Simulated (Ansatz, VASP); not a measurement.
# Zn: VASP beside Ansatz

File INCAR:

```
  PREC = Accurate
  ENCUT = 520
  EDIFF = 1E-6
  ISMEAR = 0
  SIGMA = 0.15
  LREAL = False
  LASPH = True
  NELM = 100
  ALGO = Normal
  ISIF = 2
  LWAVE = False
  LCHARG = False
  GGA = CA
  NBANDS = 12
```

The input KPOINTS:

```
Automatic mesh
0
Gamma
  24 24 24
```

The input POSCAR:

```
Zn
1.0
   -1.5690370000      1.5690370000      1.5690370000
    1.5690370000     -1.5690370000      1.5690370000
    1.5690370000      1.5690370000     -1.5690370000
Zn
1
Direct
    0.0000000000      0.0000000000      0.0000000000
```

Input for Ansatz:

```yaml
crystal:
  lattice:
    - [-1.569037, 1.569037, 1.569037]
    - [1.569037, -1.569037, 1.569037]
    - [1.569037, 1.569037, -1.569037]
  atoms:
    - { symbol: Zn, position: [0.0, 0.0, 0.0] }
basis:
  ecutwfc: 420
kpoints:
  mp_grid: { grid: [24, 24, 24] }
hamiltonian:
  xc: lda
scf:
  occupations: { method: gaussian, width: 0.15 }
output:
  forces: true
  stress: true
  eigenvalues: true
```

This isn't the form of Zn at room conditions, which is hcp.

Alike in both runs: task single point; functional LDA; k mesh 24 × 24 × 24; occupations gaussian, width 0.15 eV; no spin polarisation.

|  | VASP | Ansatz |
| --- | --- | --- |
| version | VASP 6.6.1 | Ansatz 0.2.0 |
| potentials or method | VASP PAW LDA potentials, release 64 (Zn) | scalar-relativistic, plane waves, PAW |
| plane-wave cutoff (eV) | 520 | 420 |
| valence electrons in the cell | 12 | 12 |

```csv
,VASP,Ansatz,Ansatz less VASP
gap on the k mesh at the Fermi level (eV),none,none,-
pressure (GPa),-7.9,-8.3,-0.42
```

A gap of «none» marks a metal or a gap that the smearing closes.
